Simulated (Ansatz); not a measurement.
# CoO (P3m1) in Ansatz: a series of runs

Runs on CoO. Level: PBE. Tasks: single point.

Everything below comes from runs of Ansatz 0.2.0. Logs are shortened: lines on timing, memory, paths and dates and some standing lists are left out, and cuts for length are marked.

### Step 1. The crystal as given

Symmetry: P6_3mc, No. 186, hexagonal system. The conventional cell has a = 3.198 Å, b = 3.198 Å, c = 5.229 Å, α = 90.00°, β = 90.00°, γ = 120.00°. Co (site symmetry 3m) is surrounded by 4 O at 1.93 to 1.97 Å. O (site symmetry 3m) is surrounded by 4 Co at 1.93 to 1.97 Å.

Measurements of this composition are mostly on another form, of space group No. 225.

### Step 2. Single point, PBE

Input file input.yaml:

```yaml
crystal:
  lattice:
    - [3.1976457435, 0.0, 0.0]
    - [-1.5988228718, 2.7692424462, 0.0]
    - [0.0, 0.0, 5.22870971]
  atoms:
    - { symbol: Co, position: [0.3333333333, 0.6666666667, 0.50336241] }
    - { symbol: Co, position: [0.0, 0.0, 0.00347414] }
    - { symbol: O, position: [0.3333333333, 0.6666666667, 0.8715556] }
    - { symbol: O, position: [0.0, 0.0, 0.37160885] }
hamiltonian:
  xc: pbe
  pseudopotentials: { kind: paw }
kpoints:
  mp_grid: { grid: [10, 10, 5] }
scf:
  occupations: { method: fermi_dirac, width: 0.05 }
output:
  forces: true
  stress: true
  eigenvalues: true
```

Potentials or basis: Ansatz PAW.

The run is started by

```console
> ansatz run input.yaml --threads 2 --pin off --max-ram 5632MiB --backend cpu --events-out ev --progress --plain --runs-dir out
```

The log of the run:

```text
Warning: RAYON_NUM_THREADS=2 ignored (pool sized by the plan → 2); use --threads N
Engine: ansatz 0.2.0, x86_64-unknown-linux-gnu
Pseudopotentials: kind: paw
Pseudopotential: Co, paw, valence charge 17, recommended cutoff 420 eV (normal), Co.paw.azcp
Pseudopotential: O, paw, valence charge 6, recommended cutoff 420 eV (normal), O.paw.azcp
Functional definition: PBE
  parameter kappa = 0.804
  parameter beta = 0.06672455060314922
  exchange = pbe_x(kappa = kappa, mu = beta*pi^2/3)
  correlation = pbe_c(beta = beta)
Crystal: 4 atoms, lattice volume = 46.301 Å³
Basis set: ecut = 420 eV, 917 PW (Γ), exchange–correlation on 48×48×72 points (8 copies of the dense FFT grid, shifted against one another)
Bands: 28, of which v1, the nominal top of the filled ones, is band 23 counted from 1 (22 counted from 0)
Symmetry: 6 space group operations
Space group: P3m1 (ITA 156), of the structure as read, at distance tolerance 3.6e-5 Å
k-points: 58 of 500 (time reversal used)
Non-local potential: Co, projectors of the file, l = 0: 3, l = 1: 2, l = 2: 3, l = 3: 1
Non-local potential: O, projectors of the file, l = 0: 2, l = 1: 2, l = 2: 1
PAW form: soft (Blöchl's): semilocal exchange-correlation on the pseudo side does not see the compensation charge
PAW one-centre angular grid: Co, 590 points (default); XC on 64 Gauss nodes
PAW one-centre angular grid: O, 110 points (default); XC on 64 Gauss nodes
Initial density: superposition of atomic densities (neutral atoms: chi_scale 0, normalization atom), corrected by the library's trained network
Initial wavefunctions: pseudopotential atomic-orbital guess
Functional: x = pbe(κ = 0.804, μ = 0.2195149727645171), c = pbe(β = 0.06672455060314922)
SCF iter   1: F=—  HF=-11383.907837 eV  |F-HF|=—  |Δ(HF+E_count)|=         —  Δρ=1.05e-2  dr2=1.33e-2  ethr=1.77e-3  ⟨swp⟩=6.0  Hψ=5931  notcnv=0
preconditioner: auto → LDOS  [metal: Δε(μ)=0.022 eV  Ē_g=7.832 eV  σ=0.050 eV  W_gap=0.11  n_scr=22 (ndim 8)  ℏωp=29.9 eV  f_vac=0.033  D(μ)=6.41/eV (n_scr^D=98)  β→1.0]
SCF iter   2: F=—  HF=-11383.915262 eV  |F-HF|=—  |Δ(HF+E_count)|=   7.43e-3  Δρ=1.58e-2  dr2=2.63e-2  ethr=2.89e-5  ⟨swp⟩=2.0  Hψ=3712  notcnv=0
SCF iter   3: F=—  HF=-11383.905047 eV  |F-HF|=—  |Δ(HF+E_count)|=   1.02e-2  Δρ=2.07e-3  dr2=8.90e-4  ethr=2.89e-5  ⟨swp⟩=2.6  Hψ=2831  notcnv=0
SCF iter   4: F=—  HF=-11383.904917 eV  |F-HF|=—  |Δ(HF+E_count)|=   1.30e-4  Δρ=9.45e-4  dr2=2.64e-4  ethr=1.93e-6  ⟨swp⟩=2.0  Hψ=2314  notcnv=0
SCF iter   5: F=—  HF=-11383.904882 eV  |F-HF|=—  |Δ(HF+E_count)|=   3.42e-5  Δρ=3.02e-4  dr2=2.71e-5  ethr=5.74e-7  ⟨swp⟩=2.7  Hψ=2818  notcnv=0
SCF iter   6: F=—  HF=-11383.905009 eV  |F-HF|=—  |Δ(HF+E_count)|=   1.26e-4  Δρ=1.00e-4  dr2=3.90e-6  ethr=5.88e-8  ⟨swp⟩=2.0  Hψ=2371  notcnv=0
SCF iter   7: F=-11383.905008 eV  HF=-11383.905009 eV  |F-HF|=2.24e-8  |Δ(HF+E_count)|=   1.04e-7  Δρ=1.29e-5  dr2=5.71e-8  ethr=2.17e-10  ⟨swp⟩=3.8  Hψ=7030  notcnv=0
SCF 1 converged in 7 iterations: F = -11383.905008 eV  dr2 = 5.71e-8
SCF converged after 7 iterations
Free energy (F): -11383.905008 eV
Harris-Foulkes:  -11383.905009 eV  (|F-HF|=2.24e-8)
Internal energy: -11383.852423 eV  (E = F + TS)
E sigma→0 (E₀):  -11383.878716 eV
Entropy (-TS):   -0.052585 eV (-13.146 meV/atom)
Fermi energy:    10.942386 eV
--- Per-component energies (eV) ---
  E_band       = -738.782573
  E_kinetic    = 1238.335209
  E_local      = -7801.108332  (includes V_loc(G=0)·N_el)
  E_nonlocal   = 1023.366444
  E_hartree    = 3222.120159
  E_xc         = -456.951296
  E_vxc        = -587.177682  (∫ρ·V_xc dr)
  E_paw        = -3351.302915  (= ΣΔE_a)
  E_vpaw       = -1056.435773  (= ΣTr[D̂ρ^β])
  E_aug_tail   = 0.005106  (compensation charges beyond the density's cutoff)
  E_ewald      = -5258.316798
  E_smearing   = -0.052585  (= −TS)
  E_closure    = -0.000000  (closes the sum)
  Σ components = -11383.905008   (vs F -11383.905008, Δ=0.00e0)
--- Forces (eV/Å), atoms counted from 1 ---
  atom   1  Co    -0.00000000    -0.00000000    -0.07789082
  atom   2  Co     0.00000000    -0.00000000    -0.08027292
  atom   3  O     -0.00000000     0.00000000     0.07835998
  atom   4  O      0.00000000    -0.00000000     0.07989388
  max |Σ_I F_I| component: 9.01e-5 eV/Å
--- Stress (GPa, compression-positive) ---
      -17.464848       0.000000       0.000000
        0.000000     -17.464848      -0.000000
        0.000000      -0.000000      -9.570041
  P = ⅓ Tr σ = -14.8332 GPa (-148.332 kbar)
--- Band table (eV; the first three rows and the last of 58) ---
  k-point 0: bands = ["-83.9775", "-83.9758", "-47.3116", "-47.2936", "-47.2936", "-47.2899", "-47.2899", "-47.2890", "-9.3290", "-8.7144", "3.8212", "5.0803", "5.2275", "5.2275", "5.4728", "5.4728", "9.5204", "9.5204", "9.9069", "10.0081", "10.0081", "11.1466", "11.3280", "11.3280", "12.1611", "12.2423", "12.2423", "16.5349"]
  k-point 1: bands = ["-83.9773", "-83.9760", "-47.3095", "-47.2932", "-47.2932", "-47.2912", "-47.2903", "-47.2903", "-9.2715", "-8.7742", "3.8764", "4.8761", "5.2439", "5.2439", "5.4415", "5.4415", "9.5803", "9.5803", "9.9844", "9.9844", "10.1369", "11.3099", "11.3993", "11.3993", "12.1477", "12.1477", "12.2950", "15.6822"]
  k-point 2: bands = ["-83.9769", "-83.9764", "-47.3038", "-47.2968", "-47.2923", "-47.2923", "-47.2911", "-47.2911", "-9.1198", "-8.9297", "4.0779", "4.4493", "5.2934", "5.2934", "5.3689", "5.3689", "9.7291", "9.7291", "9.8889", "9.8889", "10.6745", "11.1859", "11.6121", "11.6121", "11.9028", "11.9028", "13.0906", "14.3527"]
  k-point 57: bands = ["-83.9756", "-83.9753", "-47.3091", "-47.3086", "-47.3025", "-47.3007", "-47.2948", "-47.2941", "-8.6038", "-8.5807", "4.2698", "4.2805", "4.7683", "4.7761", "5.6955", "5.7105", "9.3160", "9.4515", "9.9407", "9.9502", "10.3181", "10.3258", "10.5649", "10.6248", "11.0886", "11.1493", "17.8528", "18.0914"]
```

Wall time 3.4 s (2 threads of Intel Xeon Platinum 8259CL at 2.50GHz (Skylake/Cascade Lake), shared host); peak memory 0.39 GiB.

What came out:

| Item | Value |
| --- | --- |
| Free energy | -11383.9050 eV |
| Pressure | -14.8 GPa |
| Largest force | 0.080 eV/Å |
| Band gap on the k mesh | none (metal or under the smearing width) |

Forces on the atoms (eV/Å):
```
Co   0.000  0.000 -0.078
Co   0.000  0.000 -0.080
O    0.000  0.000  0.078
O    0.000  0.000  0.080
```

Levels at points of the mesh, in eV from the Fermi level:
```
            k point  band 20  band 21  band 22  band 23  band 24  band 25  band 26  band 27
 (0.00, 0.00, 0.00)    -0.93    -0.93     0.20     0.39     0.39     1.22     1.30     1.30
(0.00, -0.50, 0.00)    -0.95    -0.94    -0.80    -0.47    -0.34     0.49     0.57     5.81
```

Caveat: the pressure holds a Pulay correction of +0.6 GPa for the finite cutoff; the run has no spin polarisation, though such a crystal can be magnetic; semilocal functionals often make such compounds metallic where correlation or magnetic order opens a gap, which also shifts bond lengths. Spin polarisation is off, so any magnetic state and its effect on volume and gap are missing.

### Step 3. Single point, PBE, collinear spin, ferromagnetic start

Edit input.yaml of step 2 so:

```diff
@@ -6,4 +6,4 @@
   atoms:
-    - { symbol: Co, position: [0.3333333333, 0.6666666667, 0.50336241] }
-    - { symbol: Co, position: [0.0, 0.0, 0.00347414] }
+    - { symbol: Co, position: [0.3333333333, 0.6666666667, 0.50336241], spin: 2.0 }
+    - { symbol: Co, position: [0.0, 0.0, 0.00347414], spin: 2.0 }
     - { symbol: O, position: [0.3333333333, 0.6666666667, 0.8715556] }
@@ -13,2 +13,4 @@
   pseudopotentials: { kind: paw }
+magnetization:
+  spin_polarized: true
 kpoints:
```

Potentials or basis: Ansatz PAW.

The run is started by

```console
> ansatz run input.yaml --threads 2 --pin off --max-ram 5632MiB --backend cpu --events-out ev --progress --plain --runs-dir out
```

Run time: 24 s. Hardware: 2 threads of Intel Xeon Platinum 8259CL at 2.50GHz (Skylake/Cascade Lake), shared host; peak memory 0.51 GiB.

The run converged. Its results:

* Free energy: -11384.8993 eV
* Pressure: -0.6 GPa
* Largest force: 0.173 eV/Å
* Net moment: 0.00 μB per cell
* Absolute moment: 5.10 μB per cell
* Site moments: Co +2.13, -2.13; O -0.15, +0.15 μB

Forces on the atoms (eV/Å):
```
Co   0.000  0.000  0.173
Co   0.000  0.000  0.166
O    0.000  0.000 -0.169
O    0.000  0.000 -0.170
```

Stress tensor (GPa, compression positive):
```
-0.90  0.00  0.00
 0.00 -0.90  0.00
 0.00  0.00 -0.09
```

Levels at points of the mesh, in eV from the Fermi level:
Spin up:
```tsv
k point	band 19	band 20	band 21	band 22	band 23	band 24	band 25	band 26	band 27	band 28
(0.00, 0.00, 0.00)	-1.74	-1.06	-1.06	-0.11	-0.11	0.15	1.63	2.10	2.10	5.49
(0.00, -0.50, 0.00)	-1.99	-1.86	-1.45	-0.39	-0.14	0.08	0.83	1.35	5.72	6.09
```
Spin down:
```
            k point  band 19  band 20  band 21  band 22  band 23  band 24  band 25  band 26  band 27  band 28
 (0.00, 0.00, 0.00)    -1.74    -1.06    -1.06    -0.11    -0.11     0.15     1.63     2.10     2.10     5.49
(0.00, -0.50, 0.00)    -1.99    -1.86    -1.45    -0.39    -0.14     0.08     0.83     1.35     5.72     6.09
```

Caveat: the pressure holds a Pulay correction of +0.7 GPa for the finite cutoff; the starting moments weren't kept.
